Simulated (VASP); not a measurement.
## VASP 6.6.1 run: AgCl

INCAR

```
LMAXMIX = 4
METAGGA = R2SCAN
ISIF = 2
NELM = 53
IBRION = -1
LDAU = .TRUE.
LDAUU = 6.0 0
LREAL = .FALSE.
LDAUL = 2 -1
PREC = Accurate
LWAVE = .FALSE.
LASPH = .FALSE.
ENCUT = 520
NSW = 0
EDIFF = 1E-7
ISMEAR = 0
LDAUTYPE = 2
ALGO = Normal
LCHARG = .FALSE.
SIGMA = 0.01
LDAUJ = 0 0
NBANDS = 33
```

KPOINTS

```
KPOINTS created by Atomic Simulation Environment
0
Gamma
8 8 8
0 0 0
```

POSCAR

```
Ag Cl
 1.0000000000000000
     0.0000000000000000    2.7731725636721740    2.7731725636721740
     2.7731725636721740    0.0000000000000000    2.7731725636721740
     2.7731725636721740    2.7731725636721740    0.0000000000000000
 Ag  Cl
   1   1
Cartesian
 -0.0000000000000000 -0.0000000000000000 -0.0000000000000000
  2.7731725636721736  2.7731725636721736  2.7731725636721736
```

The recommended PBE PAW datasets give the neutral cell 18 valence electrons.

Command

```
mpirun -np 1 vasp_std
```

OSZICAR

```
N       E                     dE             d eps       ncg     rms          rms(c)
DAV:   1     0.104307818214E+03    0.10431E+03   -0.74521E+03  1914   0.505E+02
DAV:   2    -0.256154257004E+02   -0.12992E+03   -0.11323E+03  2313   0.158E+02
DAV:   3    -0.321862983094E+02   -0.65709E+01   -0.65060E+01  2345   0.361E+01
DAV:   4    -0.322196127021E+02   -0.33314E-01   -0.33305E-01  2268   0.259E+00
DAV:   5    -0.322198955097E+02   -0.28281E-03   -0.28280E-03  2489   0.232E-01    0.628E+00
DAV:   6    -0.273730336551E+02    0.48469E+01   -0.11103E+00  2054   0.949E+00    0.511E+00
DAV:   7    -0.273248909960E+02    0.48143E-01   -0.84035E-02  2322   0.166E+00    0.361E+00
DAV:   8    -0.273181422904E+02    0.67487E-02   -0.77769E-02  2400   0.208E+00    0.719E-01
DAV:   9    -0.273199663648E+02   -0.18241E-02   -0.26584E-03  2221   0.357E-01    0.311E-01
DAV:  10    -0.273194447420E+02    0.52162E-03   -0.74841E-04  2238   0.255E-01    0.722E-02
DAV:  11    -0.273195342440E+02   -0.89502E-04   -0.22953E-04  2376   0.970E-02    0.695E-02
DAV:  12    -0.273194841398E+02    0.50104E-04   -0.95832E-05  2343   0.936E-02    0.166E-02
DAV:  13    -0.273194849064E+02   -0.76660E-06   -0.29890E-06  2324   0.920E-03    0.374E-03
DAV:  14    -0.273194847545E+02    0.15192E-06   -0.78130E-08  2273   0.330E-03    0.185E-03
DAV:  15    -0.273194848551E+02   -0.10059E-06   -0.57911E-08  1479   0.172E-03    0.742E-04
DAV:  16    -0.273194848531E+02    0.19854E-08   -0.21962E-09  1189   0.269E-04
   1 F= -.27319485E+02 E0= -.27319485E+02  d E =-.701130E-86
```

Standard output (part)

```
POSCAR found type information on POSCAR AgCl
 POSCAR found :  2 types and       2 ions
 LDA part: xc-table for (None), standard interpolation
 POSCAR, INCAR and KPOINTS ok, starting setup
 WAVECAR not read
 entering main loop
```

From OUTCAR

```
k-points           NKPTS =     29   k-points in BZ     NKDIM =     29   number of bands    NBANDS=     33

   NELECT =      18.0000    total number of electrons

   dimension x,y,z NGX =    30 NGY =   30 NGZ =   30
   dimension x,y,z NGXF=    60 NGYF=   60 NGZF=   60

  energy-cutoff  :      520.00
  volume of cell :       42.65
      direct lattice vectors                 reciprocal lattice vectors
     0.000000000  2.773172564  2.773172564    -0.180298913  0.180298913  0.180298913
     2.773172564  0.000000000  2.773172564     0.180298913 -0.180298913  0.180298913
     2.773172564  2.773172564  0.000000000     0.180298913  0.180298913 -0.180298913

 k-points in reciprocal lattice and weights: KPOINTS created by Atomic Simulation Env
   0.00000000  0.00000000  0.00000000       0.002
   0.12500000  0.00000000  0.00000000       0.016
   0.25000000  0.00000000  0.00000000       0.016
   0.37500000  0.00000000  0.00000000       0.016
   0.50000000  0.00000000  0.00000000       0.008
   0.12500000  0.12500000  0.00000000       0.012
   0.25000000  0.12500000  0.00000000       0.047
   0.37500000  0.12500000  0.00000000       0.047
   ...

 E-fermi :   2.5801

 k-point     1 :       0.0000    0.0000    0.0000
  band No.  band energies     occupation
      1     -12.3412      2.00000
      2      -1.1346      2.00000
      3      -1.1346      2.00000
      4      -1.0819      2.00000
      5      -1.0819      2.00000
      6      -1.0819      2.00000
      7       1.0275      2.00000
      8       1.0275      2.00000
      9       1.0275      2.00000
     10       5.0660      0.00000
     11      14.4461      0.00000
     12      14.4461      0.00000
     13      14.4461      0.00000
     14      16.2974      0.00000
     15      17.3755      0.00000
     16      17.3755      0.00000
     17      17.9328      0.00000
     18      17.9328      0.00000
     19      17.9328      0.00000
     20      24.0151      0.00000
     21      29.8658      0.00000
     22      29.8658      0.00000
     23      29.8658      0.00000
     24      31.2537      0.00000
     25      31.2537      0.00000
     26      31.2537      0.00000
     27      33.7992      0.00000
     28      33.7992      0.00000
     29      35.2880      0.00000
     30      35.2880      0.00000
     31      35.2880      0.00000
     32      39.8228      0.00000
     33      41.7252      0.00000

 ...

  Total       -0.2070344     -0.2070344     -0.2070344      0.0000000      0.0000000     -0.0000000
  in kB       -7.7766479     -7.7766479     -7.7766479      0.0000000      0.0000000     -0.0000000
  external PRESSURE =      -7.7766479 kB  Pullay stress =       0.0000000 kB

 POSITION                                       TOTAL-FORCE (eV/Angst)
 -----------------------------------------------------------------------------------
      0.00000      0.00000      0.00000         0.000000      0.000000      0.000000
      2.77317      2.77317      2.77317         0.000000      0.000000     -0.000000
 -----------------------------------------------------------------------------------
    total drift:                               -0.000000      0.000000      0.000000

  FREE ENERGIE OF THE ION-ELECTRON SYSTEM (eV)
  ---------------------------------------------------
  free  energy   TOTEN  =       -27.3194848531 eV

  energy  without entropy=      -27.3194848531  energy(sigma->0) =      -27.31948485
```

It converged. Results: gap between bands v and c on the k mesh 2.62 eV; least direct gap on the k mesh 4.04 eV; pressure -0.8 GPa. Band v is the last that the valence electrons fill when counted band by band, and c is the next.

For comparison, a separate r²SCAN run of the intended cell, on usual settings and not on those above, gives a gap of 1.42 eV on its mesh and a pressure of -0.1 GPa.

The run above took about 2.2 min on one core of a shared host (Intel Xeon Platinum 8488C) and held 0.18 GiB at most.
